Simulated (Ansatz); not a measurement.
# MnO, relaxed from a zincblende start to space group I-4m2 (read at 0.02 Å)

Method: r²SCAN, scalar-relativistic; collinear spin; PAW, 500 eV, Γ-centred 12×12×6 mesh, 0.05 eV Gaussian smearing; code Ansatz; PAW files: Ansatz's generated set soft_2.

```xyz
4
Lattice="0.0000 2.3885 2.3885 4.4685 2.3885 2.3885 4.4685 4.7769 0.0000" Properties=species:S:1:pos:R:3 pbc="T T T"
Mn    0.0000    0.0000    0.0000
O     1.1171    1.1942    1.1942
Mn    2.2343    2.3885    0.0000
O     3.3514    3.5827    1.1942
```

This is a trial structure; measured cells of the compound in the Crystallography Open Database are in space groups P63mc, Fm-3m (rock salt).

Magnetic state: antiferromagnetic, site spin moments Mn 3.86, -3.86 μB.

At this volume the pressure is 0.04 GPa.

The cell has space group I-4m2 (read at 0.01 Å). In it the stress is -0.01, 0.06, 0.06, 0.00, 0.00, 0.00 GPa and the largest force component 0.000 eV/Å. Each change below starts from this cell, without further relaxation. Stress is in GPa, positive in compression, in the order xx, yy, zz, yz, xz, xy; energies are counted from the cell above.

**Question.** What stress follows from an engineering strain of -2 % in xx, atoms carried along?

**Answer.** 2.50, 2.32, 2.32, 0.00, 0.00, 0.00 GPa; the energy changes by 7.9 meV per cell. The gap on the mesh goes from 0.42 eV to 0.43 eV. Spin moments: Mn 3.83, -3.83 μB.
The change of the stress over the strain gives a clamped-atom stiffness of about 125 GPa for this component, a secant value that lies under the elastic constant in tension and over it in compression, by several per cent for each per cent of strain.
In a harmonic crystal the energy would rise by V(½Cε² − σ₀ε), with σ₀ the stress of the unstrained cell, = 7.9 meV, which matches.

The run wasn't fully tested for a lower electronic state. Site moments are of spin, integrated over atomic spheres.
